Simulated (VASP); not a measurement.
A run of VASP 6.6.1 is set up as follows.

The input INCAR:

```
ALGO     = Normal         # electronic algorithm
EDIFF    = 1E-7           # SCF threshold, eV
EDIFFG   = -0.01          # ionic threshold
ENCUT    = 980            # plane-wave cutoff, eV
GGA      = PE             # functional
IBRION   = 2              # ionic algorithm
ISIF     = 3              # what is computed and relaxed
ISMEAR   = -1             # smearing method
LASPH    = T              # aspherical terms in the spheres
LCHARG   = F              # write CHGCAR
LREAL    = F              # projectors in reciprocal space
LWAVE    = F              # write WAVECAR
NELM     = 60             # most SCF steps
NSW      = 60             # ionic steps
PREC     = Accurate       # precision mode
SIGMA    = 0.05           # smearing width, eV
```

File KPOINTS:

```
k-points
0
Gamma
  13 13 13
```

POSCAR

```
C
1.0
    0.0000000000      1.7833700000      1.7833700000
    1.7833700000      0.0000000000      1.7833700000
    1.7833700000      1.7833700000      0.0000000000
C
2
Direct
    0.7500000000      0.7500000000      0.7500000000
    0.5000000000      0.5000000000      0.5000000000
```

Potentials or basis: VASP PAW PBE potentials, release 64 (C_h).

Command:

```sh
$ cat potpaw_PBE.64/C_h/POTCAR > POTCAR
$ mpirun -np 1 vasp_std > vasp.out
```

(1) Predict the band gap on the k mesh.

(2) Predict the relaxed volume.

(3) Predict the space group after relaxing (to 0.05 Å).

Results:

(1) 4.14 eV, indirect (least direct gap 5.59 eV).

(2) 5.69 Å³/atom.

(3) Fd-3m (No. 227).

Caveat: an odd mesh through Γ misses points on the zone boundary, where band edges often lie.

The cell as given is a measured one (5.67 Å³/atom); PBE puts the equilibrium volume +0.4 % from it, thermal expansion not counted.
